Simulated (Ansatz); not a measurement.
## ZnS: the change of pressure with volume scale

All results are calculated (Ansatz 0.2.0). Periodic Kohn-Sham DFT of a crystal at fixed atoms, scaled to volume_scale times the given cell; pressure positive in compression, energy less spherical unpolarised free atoms, largest_vzz the field gradient of largest size among the nuclei.

The cell before it is scaled or strained (space group F-43m, No. 216):
```
ZnS
1.0
      0.0000     2.7047     2.7047
      2.7047     0.0000     2.7047
      2.7047     2.7047     0.0000
Zn S
1 1
Direct
  0.00000 0.00000 0.00000
  0.75000 0.75000 0.75000
```

Settings of every row: method all-electron PAW; functional PBEsol; relativity scalar; k mesh 8x8x8; filling fermi-dirac; smearing width 0.01 eV; nucleus gaussian.

Atom start moment: 0 on all atoms.

```
row  volume scale  V (Å³/atom)  pressure (GPa)
  1          0.94       18.599           2.753
  2          0.95       18.797           1.813
  3          0.96       18.995           0.924
  4          0.98        19.39               ?
  5          0.99       19.588          -1.462
  6             1       19.785          -2.172
  7          1.01       19.982          -2.843
  8          1.02       20.179          -3.478
  9          1.04       20.575          -4.645
 10          1.05       20.775          -5.181
 11          1.06       20.971          -5.687
```

Question: what pressure should row 4 give?

Worked fit of pressure. Take u = (V_r/V)^(2/3) − 1 with V_r = 19.883 Å³ an atom, which is twice the finite (Eulerian) strain; such expansions in the strain, on which the Birch-Murnaghan equation of state is built, carry the rest volume and the bulk modulus. The shown rows have u = 0.04551, 0.03816, 0.03093, 0.01002, 0.0033, -0.00331, -0.0098, -0.02255, -0.02883, -0.03489. Least squares give pressure = −2.5108 + 101.624 × u + 307.18 × u² GPa; a straight line predicts inner rows, each left out in turn, worse (root mean square 0.18 against 0.0026 GPa). The rows lie off it by 0.003, -0.001, -0.002, 0.000, 0.000, 0.001, -0.001, 0.001, 0.004, -0.004. The pressure vanishes at u = 0.0231, or V = 19.21 Å³ an atom, and there the bulk modulus at fixed shape and fractions is B = −V dP/dV = (2/3)(1 + u) dP/du = 79 GPa. The withheld row has u = 0.01688, so the fit gives −2.5108 + 101.624 × (0.01688) + 307.18 × (0.01688)² = -0.708 GPa.

The calculation gave -0.711 GPa. The fit lies 0.003 GPa (0.036 % of the column's range) above it; its largest miss of a shown row is 0.004 GPa.
